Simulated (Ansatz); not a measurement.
## Strain and the gap of CsPbCl3 (Pm-3m)

CsPbCl3 (started from an entry of an open crystallographic database), relaxed with r2SCAN in Ansatz. Space group Pm-3m (No. 221), cubic; a = 5.677 Å in the conventional setting, 36.59 Å³ an atom. Cs is surrounded by 12 Cl at 4.01 Å; Pb is surrounded by 6 Cl at 2.84 Å; Cl is surrounded by 2 Pb at 2.84 Å and 4 Cs at 4.01 Å.

The axes x, y and z are those of this cell:
```
Cs Pb Cl
1.0
     5.67673    0.00000    0.00000
     0.00000    5.67673    0.00000
     0.00000    0.00000    5.67673
Cs Pb Cl
1 1 3
Direct
  0.00000 0.00000 0.00000
  0.50000 0.50000 0.50000
  0.50000 0.50000 0.00000
  0.00000 0.50000 0.50000
  0.50000 0.00000 0.50000
```

Unstrained: PBE gives a direct gap of 2.088 eV at R. With r2SCAN the gap is 2.463 eV and direct, at R. The HSE06 gap is direct at R: 2.788 eV. Meshes: PBE 4×4×4, r2SCAN 4×4×4, HSE06 4×4×4. Strains are changes of length per length, and xy shears are angles. After each strain the atoms were relaxed again with r2SCAN in this cell and within any symmetry left, so distortions that break it or need a larger cell weren't tested; points keep the names that they have in the unstrained zone. (Simulation; spin polarisation is off.)

Changes of the least gap in eV (an overlap counts as a negative gap):
```tsv
strain	volume change (%)	space group	PBE	r2SCAN	HSE06	energy rise, r2SCAN (meV/atom)
epitaxial +5.99 % in the xy plane, free normal strain -1.47 %	+10.7	P4/mmm	+0.141	+0.153	+0.200	41.7
isotropic -5.83 % on every length	-16.5	Pm-3m	-0.936	-1.005	-1.072	110.0
xy shear, engineering strain (angle) -4.84 %	-0.1	Cmmm	-0.093	-0.105	-0.098	1.5
```

Epitaxial +5.99 % in the xy plane, free normal strain -1.47 %. HSE06: the gap goes from 2.788 to 2.988 eV (+0.200 eV). Stress change with r2SCAN, compression positive: xx -2.65, yy -2.65, zz -0.02 GPa.

Isotropic -5.83 % on every length. HSE06: the gap goes from 2.788 to 1.716 eV (-1.072 eV). Stress change with r2SCAN, compression positive: xx +6.88, yy +6.88, zz +6.88 GPa. For HSE06, dE_g/d ln V = 5.9 eV over this step.

Xy shear, engineering strain (angle) -4.84 %. HSE06: the gap goes from 2.788 to 2.690 eV (-0.098 eV). Stress change with r2SCAN, compression positive: xx 0.00, yy 0.00, zz +0.01, xy +0.27 GPa.

Spin-orbit coupling is left out; in compounds of Pb, Bi, Tl or Hg it can lower a gap by up to about 1 eV, split its edges or invert the bands.

The meshes of the hybrids are coarse, so their gaps aren't converged to the digits shown.
